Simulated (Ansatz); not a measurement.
# KMgF3: the dielectric function from several functionals

Aim: the dielectric function of KMgF3 in the independent-particle picture, and how it depends on the functional and on the gap. Plan: HSE06 for the gap; optics with PBE on 6×6×6; optics with r2SCAN on 6×6×6; optics with PBE and scissors to the HSE06 gap on 6×6×6.

Method: plane waves, PAW; no local fields, no excitons, in Ansatz 0.2.0.

1 further run of the same task is left out (it didn't finish).

### 1 The structure to begin with

The structure is cubic, space group Pm-3m (No. 221). The conventional cell has a = 3.980 Å, b = 3.980 Å, c = 3.980 Å, α = 90.00°, β = 90.00°, γ = 90.00°. K (site symmetry m-3m) has 12 F at 2.81 Å as nearest neighbours. Around Mg (site symmetry m-3m) lie 6 F at 1.99 Å. F (site symmetry 4/mmm) has 2 Mg at 1.99 Å and 4 K at 2.81 Å as nearest neighbours.

As a file:

```
CELL_PARAMETERS angstrom
3.98024 0.00000 0.00000
0.00000 3.98024 0.00000
0.00000 0.00000 3.98024
ATOMIC_POSITIONS crystal
K 0.50000 0.50000 0.50000
Mg 0.00000 0.00000 0.00000
F 0.50000 0.00000 0.00000
F 0.00000 0.50000 0.00000
F 0.00000 0.00000 0.50000
```

Cell and atoms come from an earlier r2SCAN relaxation.

### 2 HSE06 levels at special points

input.yaml reads:

```yaml
crystal:
  lattice:
    - [3.9802355555, 0.0, 0.0]
    - [0.0, 3.9802355555, 0.0]
    - [0.0, 0.0, 3.9802355555]
  atoms:
    - { symbol: K, position: [0.5, 0.5, 0.5] }
    - { symbol: Mg, position: [0.0, 0.0, 0.0] }
    - { symbol: F, position: [0.5, 0.0, 0.0] }
    - { symbol: F, position: [0.0, 0.5, 0.0] }
    - { symbol: F, position: [0.0, 0.0, 0.5] }
kpoints:
  mp_grid: { grid: [4, 4, 4] }
  band_path:
    path: [[0.0, 0.0, 0.0], [0.0, 0.5, 0.0], [0.5, 0.5, 0.0], [0.5, 0.5, 0.5]]
    npoints: 1
hamiltonian:
  xc: hse06
scf:
  occupations: { method: fixed }
  n_extra_bands: 5
output:
  forces: true
  stress: true
  eigenvalues: true
  write_density: true
  write_potential: true
  elf: true
  volumetric_format: npy
```

Standard output (excerpt; [...] marks lines left out):

```text
Warning: output.stress: scf.convergence.dr2_threshold = 1e-7 eV (the SCF's general default) is looser than the 5e-10 eV advised for a printed stress (1e-10 eV for each atom of the cell: 5). What an SCF threshold leaves in a stress goes as its square root, and in the free energy as the [...]
Warning: output.stress: scf.exx.energy_threshold = 1e-6 eV is looser than the 5e-8 eV advised for a stress under a hybrid functional (1e-8 eV for each atom of the cell: 5). Every SCF of the exchange loop can meet its threshold on dr2 while the loop round them stops early: no threshold on [...]
scf.n_extra_bands = 5 over 20 filled bands (N_el = 40.0): the run solves 25 bands
[...]
Pseudopotentials: kind: paw
Pseudopotential: K, paw, valence charge 9, recommended cutoff 420 eV (normal), K.paw.azcp
Pseudopotential: Mg, paw, valence charge 10, recommended cutoff 420 eV (normal), Mg.paw.azcp
Pseudopotential: F, paw, valence charge 7, recommended cutoff 420 eV (normal), F.paw.azcp
Functional definition: HSE06
[...]
davidson cushion auto → on  (no smearing: the cushion is to keep the highest requested band from converging to the state above it; pin scf.eigensolver.cushion to override)
Crystal: 5 atoms, lattice volume = 63.056 Å³
Basis set: ecut = 420 eV, 1237 PW (Γ), exchange–correlation on 54×54×54 points (8 copies of the dense FFT grid, shifted against one another)
Bands: 25, of which v1, the nominal top of the filled ones, is band 20 counted from 1 (19 counted from 0)
Symmetry: 48 space group operations
Space group: Pm-3m (ITA 221), of the structure as read, at distance tolerance 4.0e-5 Å
k-points: 10 of 64
[...]
SCF iter   1: F=—  HF=-5894.693906 eV  |F-HF|=—  |Δ(HF+E_count)|=         —  Δρ=7.78e-4  dr2=1.82e-4  ethr=1.77e-3  ⟨swp⟩=2.0  Hψ=1783  notcnv=0
[...]
SCF 1 stopped early in 2 iterations: F = -5894.694356 eV  dr2 = 2.68e-5
[...]
Frozen-core exchange: fock
[...]
SCF 2 stopped early in 7 iterations: F = -5895.556905 eV  dr2 = 2.71e-7
hybrid outer 1: dexx = +9.135e-3 eV, tail = 4.73e-5 eV
[...]
Frozen-core exchange: fock
[...]
SCF iter   4: F=-5895.557110 eV  HF=-5895.557110 eV  |F-HF|=3.14e-9  |Δ(HF+E_count)|=   2.50e-9  Δρ=3.29e-6  dr2=3.85e-9  ethr=4.19e-11  ⟨swp⟩=3.7  Hψ=749  notcnv=0
[...]
hybrid outer 2: dexx = +5.103e-7 eV, tail = 2.94e-8 eV, Δε = 3.37e-3 eV (about 1.29e-4 eV left of the loop's levels)
the search or the solves at the SCF's close seem to have found levels that the self-consistency loop had missed (the run counts 2). By its estimate they hold under 1e-12 electrons; where the run keeps them, the occupations were computed again with them
NSCF: frozen V_eff on 4 k-points
hybrid SCF converged: 2 outer / 11 inner (+2 warm-up), last move |dexx| = 5.10e-7 eV, tail = 2.94e-8 eV
Stability not checked: this state was not tested for a lower state beside it, because the functional holds exact exchange (a hybrid, or Hartree-Fock), whose exchange loop this test does not read (fock_operator; see scf.lower_state_search)
Free energy (F): -5895.557110 eV
Frozen-core exchange: fock
[...]
E sigma→0 (E₀):  -5895.557110 eV
Fermi energy:    1.180257 eV
[...]
--- Forces (eV/Å), atoms counted from 1 ---
  atom   1  K      0.00000000    -0.00000000     0.00000000
  atom   2  Mg    -0.00000000    -0.00000000     0.00000000
  atom   3  F      0.00000000    -0.00000000     0.00000000
  atom   4  F      0.00000000    -0.00000000     0.00000000
  atom   5  F      0.00000000    -0.00000000    -0.00000000
[...]
--- Stress (GPa, compression-positive) ---
        1.441150       0.000000       0.000000
        0.000000       1.441150       0.000000
        0.000000      -0.000000       1.441150
  P = ⅓ Tr σ = 1.4411 GPa (14.411 kbar)
--- Band table (eV; the first three rows and the last of 10) ---
[... band rows left out ...]
[...]
```

It took 24 s on 1 × NVIDIA H100 80GB HBM3 with 2 threads of AMD EPYC 7R13 (Zen 3), shared host; peak host memory 1.6 GiB.

HSE06 puts the least direct gap over the mesh and the named points at 9.914 eV, and the least gap at 9.611 eV.

### 3 Optics, PBE

input.yaml reads:

```yaml
crystal:
  lattice:
    - [3.9802355555, 0.0, 0.0]
    - [0.0, 3.9802355555, 0.0]
    - [0.0, 0.0, 3.9802355555]
  atoms:
    - { symbol: K, position: [0.5, 0.5, 0.5] }
    - { symbol: Mg, position: [0.0, 0.0, 0.0] }
    - { symbol: F, position: [0.5, 0.0, 0.0] }
    - { symbol: F, position: [0.0, 0.5, 0.0] }
    - { symbol: F, position: [0.0, 0.0, 0.5] }
kpoints:
  mp_grid: { grid: [6, 6, 6] }
hamiltonian:
  xc: pbe
scf:
  occupations: { method: fixed }
output:
  optics:
    e_range: [0, 25]
    de: 0.05
    sigma: 0.1
    bands: { spectra_wanted_up_to: 25 }
```

The run is started by

```
$ ansatz run input.yaml --threads 2 --pin off --max-ram 29491MiB --backend cpu --events-out ev --progress --plain --runs-dir out
```

Standard output:

```text
Engine: ansatz 0.2.0, x86_64-unknown-linux-gnu
[... 4 set-up lines as earlier in the session ...]
Functional definition: PBE
  parameter kappa = 0.804
  parameter beta = 0.06672455060314922
  exchange = pbe_x(kappa = kappa, mu = beta*pi^2/3)
  correlation = pbe_c(beta = beta)
Crystal: 5 atoms, lattice volume = 63.056 Å³
Basis set: ecut = 420 eV, 1237 PW (Γ)
Bands: 25, of which v1, the nominal top of the filled ones, is band 20 counted from 1 (19 counted from 0)
[... 2 set-up lines as earlier in the session ...]
k-points: 20 of 216
Non-local potential: K, projectors of the file, l = 0: 3, l = 1: 2, l = 2: 2
Non-local potential: Mg, projectors of the file, l = 0: 3, l = 1: 2, l = 2: 1
Non-local potential: F, projectors of the file, l = 0: 2, l = 1: 2, l = 2: 1
PAW form: soft (Blöchl's): semilocal exchange-correlation on the pseudo side does not see the compensation charge
PAW one-centre angular grid: K, 110 points (default); XC on 64 Gauss nodes
PAW one-centre angular grid: Mg, 110 points (default); XC on 64 Gauss nodes
PAW one-centre angular grid: F, 110 points (default); XC on 64 Gauss nodes
Initial density: superposition of atomic densities (neutral atoms: chi_scale 0, normalization atom), corrected by the library's trained network
Initial wavefunctions: pseudopotential atomic-orbital guess
Functional: x = pbe(κ = 0.804, μ = 0.2195149727645171), c = pbe(β = 0.06672455060314922)
SCF iter   1: F=—  HF=-5894.693684 eV  |F-HF|=—  |Δ(HF+E_count)|=         —  Δρ=4.85e-4  dr2=3.58e-5  ethr=1.77e-3  ⟨swp⟩=4.4  Hψ=2108  notcnv=0  defer=31
preconditioner: auto → Resta (q_TF=auto, 2.529 Å⁻¹)  ε∞=2.9  [insulator: Δε(μ)=7.360 eV  Ē_g=19.257 eV  n_scr=18 (ndim 8)  ℏωp=26.5 eV  f_vac=0.032  ε∞_Penn≈2.9]
SCF iter   2: F=—  HF=-5894.693455 eV  |F-HF|=—  |Δ(HF+E_count)|=   2.29e-4  Δρ=2.65e-4  dr2=1.43e-5  ethr=8.94e-8  ⟨swp⟩=3.0  Hψ=1333  notcnv=0  defer=54
SCF iter   3: F=—  HF=-5894.693587 eV  |F-HF|=—  |Δ(HF+E_count)|=   1.32e-4  Δρ=1.19e-4  dr2=4.81e-6  ethr=3.58e-8  ⟨swp⟩=2.0  Hψ=912  notcnv=0  defer=40
SCF iter   4: F=—  HF=-5894.693595 eV  |F-HF|=—  |Δ(HF+E_count)|=   7.44e-6  Δρ=3.26e-5  dr2=4.67e-7  ethr=1.20e-8  ⟨swp⟩=2.1  Hψ=770  notcnv=0  defer=22
SCF iter   5: F=—  HF=-5894.693594 eV  |F-HF|=—  |Δ(HF+E_count)|=   4.72e-7  Δρ=1.90e-5  dr2=1.33e-7  ethr=1.17e-9  ⟨swp⟩=2.0  Hψ=854  notcnv=0  defer=21
SCF iter   6: F=—  HF=-5894.693594 eV  |F-HF|=—  |Δ(HF+E_count)|=   1.16e-7  Δρ=3.30e-6  dr2=3.86e-9  ethr=3.32e-10  ⟨swp⟩=2.0  Hψ=880  notcnv=0  defer=21
SCF iter   7: F=—  HF=-5894.693594 eV  |F-HF|=—  |Δ(HF+E_count)|=  9.10e-10  Δρ=8.45e-7  dr2=3.20e-10  ethr=9.64e-12  ⟨swp⟩=2.0  Hψ=758  notcnv=0  defer=21
SCF iter   8: F=—  HF=-5894.693594 eV  |F-HF|=—  |Δ(HF+E_count)|=  5.37e-11  Δρ=2.01e-7  dr2=1.98e-11  ethr=1.00e-12  ⟨swp⟩=2.0  Hψ=860  notcnv=0  defer=21
SCF iter   9: F=-5894.693594 eV  HF=-5894.693594 eV  |F-HF|=0.00e0  |Δ(HF+E_count)|=  7.28e-12  Δρ=6.14e-8  dr2=1.52e-12  ethr=1.00e-12  ⟨swp⟩=8.3  Hψ=1913  notcnv=0
SCF 1 converged in 9 iterations: F = -5894.693594 eV  dr2 = 1.52e-12
NSCF: frozen V_eff on 20 k-points
Optics k sum: 0 of 20 k-points
[...]
output.optics: what the bands over the 59 summed would add to eps1, eps2 and the energy-loss function is held between a lower and an upper bound (7 Lanczos steps). eps1, eps2 and their loss function (loss_summed_bands) are given on every row as the summed bands alone make them. Along an axis, on a row where the two bounds hold the loss function to about 1 % of the greater of itself and 0.5 % of |1/eps|, its cell (loss_completed) is given, with the completed eps1 and eps2 that it is formed of (a cell that is left empty reads nan in the table and null in the record). The two bounds hold it so along every axis on all 501 rows up to 25.000 eV. The run works to bound the rows up to 25.000 eV and no higher ones: a peak of the loss function over that energy may be left empty with no warning. To have the run work for it, set output.optics.bands.spectra_wanted_up_to to a higher energy. perfect_screening_sum, loss_f_sum_n_eff and, beside carriers, perfect_screening_limit are those of loss_summed_bands: over the bounded function the two sums would run over rows that are not all bounded, and lack what the bands left out lay past the top of the energy grid. Bounded is said of the bands left out alone, which are those that the basis at basis.ecutwfc holds: it says nothing of that cutoff, of the k-point mesh, of what the sum inside its cells errs by (eps2_relative_error), of the factors of all_electron_strengths, nor of how far the SCF is converged. The bands left out are taken at the k-points, and what their mean over the points' cells stands off that by is in neither bound: the run's estimate of it, which the test of a row counts in, is 0.06 % of |eps| at the most among the values given; where the mean stood off by over 0.5 % the points' spread read 0.1 to 3 times that
SCF converged after 9 iterations
Free energy (F): -5894.693594 eV
Harris-Foulkes:  -5894.693594 eV  (|F-HF|=0.00e0)
Internal energy: -5894.693594 eV  (E = F + TS)
E sigma→0 (E₀):  -5894.693594 eV
Fermi energy:    2.892294 eV
--- Per-component energies (eV) ---
  E_band       = -498.244209
  E_kinetic    = 957.085698
  E_local      = -3727.249725  (includes V_loc(G=0)·N_el)
  E_nonlocal   = 327.951811
  E_hartree    = 1356.555250
  E_xc         = -407.329445
  E_vxc        = -514.064668  (∫ρ·V_xc dr)
  E_paw        = -1676.202544  (= ΣΔE_a)
  E_vpaw       = -255.084083  (= ΣTr[D̂ρ^β])
  E_aug_tail   = 0.006194  (compensation charges beyond the density's cutoff)
  E_ewald      = -2725.510834
  E_smearing   = -0.000000  (= −TS)
  E_closure    = 0.000000  (closes the sum)
  Σ components = -5894.693594   (vs F -5894.693594, Δ=0.00e0)
--- Band table (eV; the first three rows and the last of 20) ---
  k-point 0: bands = ["-67.8602", "-34.6236", "-34.6236", "-34.6236", "-22.7409", "-17.2302", "-16.5735", "-16.5735", "-6.2335", "-6.2335", "-6.2335", "0.4863", "0.4863", "0.4863", "2.2640", "2.2640", "2.2640", "2.5718", "2.5718", "2.5718", "10.2591", "12.9877", "12.9877", "15.1175", "15.1175"]
  k-point 1: bands = ["-67.8602", "-34.6255", "-34.6236", "-34.6236", "-22.7336", "-17.1984", "-16.6067", "-16.5714", "-6.2295", "-6.2195", "-6.2195", "0.5061", "0.5174", "0.5174", "2.1999", "2.2075", "2.2075", "2.3137", "2.5185", "2.5185", "10.7414", "13.2309", "13.2770", "15.2404", "15.2583"]
  k-point 2: bands = ["-67.8602", "-34.6291", "-34.6235", "-34.6235", "-22.7190", "-17.1238", "-16.6841", "-16.5671", "-6.2218", "-6.1913", "-6.1913", "0.5848", "0.5848", "0.6056", "1.7754", "2.0771", "2.0898", "2.0898", "2.4139", "2.4139", "11.9186", "13.7451", "13.7523", "15.5240", "15.5436"]
  k-point 19: bands = ["-67.8601", "-34.6305", "-34.6305", "-34.6305", "-22.6773", "-16.7340", "-16.7340", "-16.7340", "-6.4221", "-6.4221", "-6.4221", "-0.9936", "1.2208", "1.2208", "1.2208", "1.7810", "1.7810", "2.8923", "2.8923", "2.8923", "13.3708", "13.3708", "13.3708", "16.8742", "16.8742"]
```

It took 17 s on 2 threads of AMD EPYC 7R13 (Zen 3), shared host; peak memory 0.75 GiB.

From the head of optics.tsv:

```
# eps_inf(xx yy zz) = 2.172376 2.172376 2.172376
# eps_inf_bands = all
# eps_inf_summed_bands(xx yy zz) = 2.111745 2.111745 2.111745
# eps_inf_completed(xx yy zz) = 2.172376 2.172376 2.172376
# eps2_relative_error = 0.0005
# eps_inf_relative_error = 0.0039
# f_sum_n_eff(xx yy zz) = 20.068112 20.068112 20.068112 of n_electrons = 40.000000
# n_bands = 59
# n_bands_set_by = photon_energy
# valid_up_to_ev = 38.109402
# least_direct_gap_ev = 7.687336e0 at k(fractional) = 0.000000 0.000000 0.000000, k_point = 0, channel = 0, bands = 19 20 (counted from 0)
```

The dielectric function from optics.tsv (isotropic), one row in 8 (narrow peaks fall between the rows):

```tsv
E (eV)	ε₂ xx	ε₁ xx
7.50	0.00	2.72
7.90	0.25	2.91
8.30	0.41	2.88
8.70	0.50	2.86
9.10	0.58	2.87
9.50	0.65	2.92
9.90	0.72	3.02
10.30	0.83	3.27
10.70	1.77	3.62
11.10	2.16	2.96
11.50	2.84	2.24
11.90	1.82	0.86
12.30	1.07	1.38
12.70	1.12	1.85
13.10	1.58	1.43
13.50	1.12	1.18
13.90	0.58	1.40
14.30	0.59	1.94
14.70	1.15	1.86
15.10	0.66	1.85
15.50	0.62	2.15
15.90	0.92	2.72
16.30	1.99	2.27
16.70	0.84	1.75
17.10	0.85	2.40
17.50	1.58	2.54
17.90	2.00	1.70
18.30	1.22	2.12
18.70	1.64	2.23
19.10	2.09	2.33
19.50	2.16	2.31
19.90	3.30	2.08
20.30	3.15	1.09
20.70	2.53	0.08
21.10	1.48	1.44
21.50	4.50	2.06
21.90	4.84	-1.77
22.30	1.40	-1.63
22.70	0.77	-0.73
23.10	0.68	0.24
23.50	1.84	-0.85
23.90	0.66	-0.21
24.30	0.94	0.12
24.70	0.87	-0.02
```

Tallest peaks of ε₂: 3.4 at 19.95 eV, 4.8 at 21.55 eV, 5.2 at 21.85 eV.

[end of part 1 of 2]
